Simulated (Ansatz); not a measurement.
The system is ZrC.

```
CELL_PARAMETERS angstrom
0.00000 2.36500 2.36500
2.36500 0.00000 2.36500
2.36500 2.36500 0.00000
ATOMIC_POSITIONS crystal
Zr 0.50000 0.50000 0.50000
C 0.00000 0.00000 0.00000
```

Program: Ansatz 0.2.0. Alike in all runs: task band structure; cell as given; smearing fermi-dirac 0.05 eV; basis error allowed 0.001 eV/atom.

**Question.** Order these runs on this cell by their pressure, lowest first.
A. level RPBE; potentials or basis all-electron LAPW, scalar-relativistic; spin off; k mesh 10 × 10 × 10; cutoff (eV) 254
B. level PBEsol; potentials or basis all-electron LAPW, relativistic spinors; spin SOC, no magnetisation; k mesh 7 × 7 × 7; cutoff (eV) 258
C. level LDA; potentials or basis all-electron LAPW, relativistic spinors; spin SOC, no magnetisation; k mesh 7 × 7 × 7; cutoff (eV) 257

**Answer.** C (-12.4 GPa), B (-8.5 GPa), A (0.4 GPa).

Caveats: the k mesh is thin for a metal, which can move the energy by tens of meV per atom (some runs).

Runs at the PBE level aren't shown here.
